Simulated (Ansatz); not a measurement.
Runs of Ansatz 0.2.0 on CaO. It takes space group Fm-3m (No. 225, cubic). The conventional cell has a = 4.807 Å, b = 4.807 Å, c = 4.807 Å, α = 90.00°, β = 90.00°, γ = 90.00°. Ca (site symmetry m-3m) has 6 O at 2.40 Å as nearest neighbours. Around O (site symmetry m-3m) lie 6 Ca at 2.40 Å. The cell is a database's computed one.

```csv
share of exact exchange,gap on the mesh (eV),pressure (GPa)
0.2,5.19,(b)
0.4,6.60,-2.0
0.15,4.84,0.3
0.25,5.53,(a)
0.05,(c),1.2
```

Alike in all rows: task single point; level HSE06 form with a typed share of exact exchange; potentials or basis Ansatz PAW; no spin polarisation; cell as given; k mesh 5 × 5 × 5; cutoff (eV) 420; smearing fermi-dirac 0.05 eV; the mesh is coarse, so values aren't converged.

Fill in the values left out.

(a) -0.6; (b) -0.2; (c) 4.17.

Caveats: all runs use coarse meshes; odd divisions of the mesh miss points on the zone boundary, where band edges often lie, so the gap on the mesh can be too wide; the PAW data sets come from PBE, with cores solved anew for the run's functional, which leaves a small shift of forces and pressure; the thresholds are loose for stress.

A k mesh can miss the band edges.
